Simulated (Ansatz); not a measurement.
LaAlO₃:
```
LaAlO3
1.0
    3.81240     0.00000     0.00000
    0.00000     3.81240     0.00000
    0.00000     0.00000     3.81240
O Al La
3 1 1
Direct
  0.50000   0.00000   0.00000
  0.00000   0.50000   0.00000
  0.00000   0.00000   0.50000
  0.00000   0.00000   0.00000
  0.50000   0.50000   0.50000
```

x, y and z are the axes in which the lattice vectors are written.

**Question.** Give the high-frequency dielectric tensor and the Born effective charge tensors of the independent atoms from DFPT, the program Ansatz at the PBE level (PAW).

**Answer.** 
ε∞:
```
4.83  0.00  0.00
0.00  4.83  0.00
0.00  0.00  4.83
```
Z* of atom 1 (O), rows: field, columns: displacement, in e:
```
-2.47   0.00   0.00
 0.00  -2.47   0.00
 0.00   0.00  -2.47
```
Z* of atom 4 (Al), rows: field, columns: displacement, in e:
```
2.93  0.00  0.00
0.00  2.93  0.00
0.00  0.00  2.93
```
Z* of atom 5 (La), rows: field, columns: displacement, in e:
```
4.49  0.00  0.00
0.00  4.49  0.00
0.00  0.00  4.49
```

Static charges for comparison (Bader): O1 -1.55, Al4 +2.55, La5 +2.08 e. Born charges measure polarisation by displacement and can exceed these by far.

Space group Pm-3m (cubic perovskite). This is a known high-temperature phase of the composition, computed here at zero pressure and temperature. The PBE relaxation kept the symmetry of its start. At this level the phase is dynamically unstable (imaginary phonons). Spin–orbit coupling is left out wherever it is not named.

Potentials: the later of the program's two PAW sets.
